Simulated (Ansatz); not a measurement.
In: two-dimensional strain map

Method: Ansatz, DFT PBEsol, scalar-relativistic, plane waves, PAW. Cutoff 420 eV, Γ-centred 20×20×20 k-points, Gaussian smearing of 0.15 eV. No spin polarisation. Energies are free energies at this smearing, counted from the undisturbed cell; pressure is positive in compression.

Reference structure (as given, not relaxed at this level; it stands at -0.9 GPa):

```
In
1.0
    -1.62615    1.62615    2.47395
     1.62615   -1.62615    2.47395
     1.62615    1.62615   -2.47395
In
1
Direct
  0.00000 0.00000 0.00000
```

The cell is strained by p along both x and y and by q along z, fractional coordinates fixed. Points are written (p, q).

p was sampled at -0.030, -0.015, 0.000, 0.015, 0.030 and q at -0.030, -0.015, 0.000, 0.015, 0.030.

**Question.** Where on the computed points is the energy highest, and how high?

**Answer.** At (0.030, 0.030): 37.5 meV/atom.

**Question.** Away from (0, 0), which computed point is lowest?

**Answer.** (0.000, -0.015): -1.8 meV/atom.

The map, in meV/atom:

| p \ q | -0.030 | -0.015 | 0.000 | 0.015 | 0.030 |
| --- | --- | --- | --- | --- | --- |
| -0.030 | 16.6 | 9.4 | 4.2 | 0.7 | -0.7 |
| -0.015 | 3.6 | 0.3 | -1.1 | -0.9 | 0.6 |
| 0.000 | -1.8 | -1.8 | 0.0 | 3.4 | 8.0 |
| 0.015 | -0.3 | 2.7 | 7.1 | 13.1 | 20.4 |
| 0.030 | 7.2 | 12.9 | 19.8 | 28.0 | 37.5 |